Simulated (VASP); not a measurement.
Ru, 2 atoms in the cell. The structure is hexagonal, space group P6_3/mmc (No. 194). The conventional cell has a = 2.718 Å, b = 2.718 Å, c = 4.301 Å, α = 90.00°, β = 90.00°, γ = 120.00°. Ru (site symmetry -6m2) has 12 Ru at 2.66 to 2.72 Å as nearest neighbours. 

```yaml
Program: VASP 6.6.1
Task: single point
Functional: PBE
Potentials_or_basis: VASP PAW PBE potentials, release 64 (Ru_pv)
Cutoff: 520 eV
k_mesh: 15 × 15 × 13
Occupations: methfessel-paxton, width 0.1 eV
Spin: no spin polarisation
Further_INCAR_settings: ALGO = Normal; EDIFF = 1e-07
```

Potentials or basis: VASP PAW PBE potentials, release 64 (Ru_pv).

Launch:

```bash
$ cat potpaw_PBE.64/Ru_pv/POTCAR > POTCAR
$ mpirun -np 1 vasp_std > vasp.out
```

Hardware: 1 thread of Intel(R) Xeon(R) Platinum 8488C (Sapphire Rapids) (shared host).

Task: Estimate the wall time of this run.

Result: Run time: 68 s on 1 thread of Intel(R) Xeon(R) Platinum 8488C (Sapphire Rapids), on a shared host, peak memory 0.19 GiB. Counts: scf iterations 13, k points 189.
